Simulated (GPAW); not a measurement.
ZnS (Wurtzite-2H):

```
Zn S
1.0
     3.81100    0.00000    0.00000
    -1.90550    3.30042    0.00000
     0.00000    0.00000    6.23400
Zn S
2 2
Direct
  0.66667 0.33333 0.50000
  0.33333 0.66667 0.00000
  0.66667 0.33333 0.88500
  0.33333 0.66667 0.38500
```

Base run:

| Item | Value |
| --- | --- |
| Program | GPAW 26.7.0 |
| Functional | TB-mBJ |
| Potentials or basis | GPAW PAW data sets for LDA (gpaw-data 1.2.1) |
| Cutoff | 600 eV |
| Basis | pw |
| k mesh | 6 × 6 × 3 |
| Occupations | fermi-dirac, width 0.05 eV |
| Spin | no spin polarisation |

Its results: band gap on the k mesh 3.81 eV, direct.

Q: After a change of settings the same cell gave: band gap on the k mesh 2.45 eV, direct. Which change was it?
A. functional from TB-mBJ to LDA; potentials or basis from GPAW PAW data sets for LDA (gpaw-data 1.2.1) to the program's PAW data sets (release 1.2.1) made for this functional
B. functional from TB-mBJ to SCAN; potentials or basis from GPAW PAW data sets for LDA (gpaw-data 1.2.1) to GPAW PAW data sets (gpaw-data 1.2.1)
C. functional from TB-mBJ to AM05; potentials or basis from GPAW PAW data sets for LDA (gpaw-data 1.2.1) to PAW data sets generated in the run's folder for this functional
D. functional from TB-mBJ to vdW-DF; potentials or basis from GPAW PAW data sets for LDA (gpaw-data 1.2.1) to GPAW PAW data sets (gpaw-data 1.2.1)

A: D.

Caveats: a model potential gives levels but no total energy (some runs); an odd mesh through Γ misses points on the zone boundary, where band edges often lie (some runs).

Not every run made on this cell is shown here.
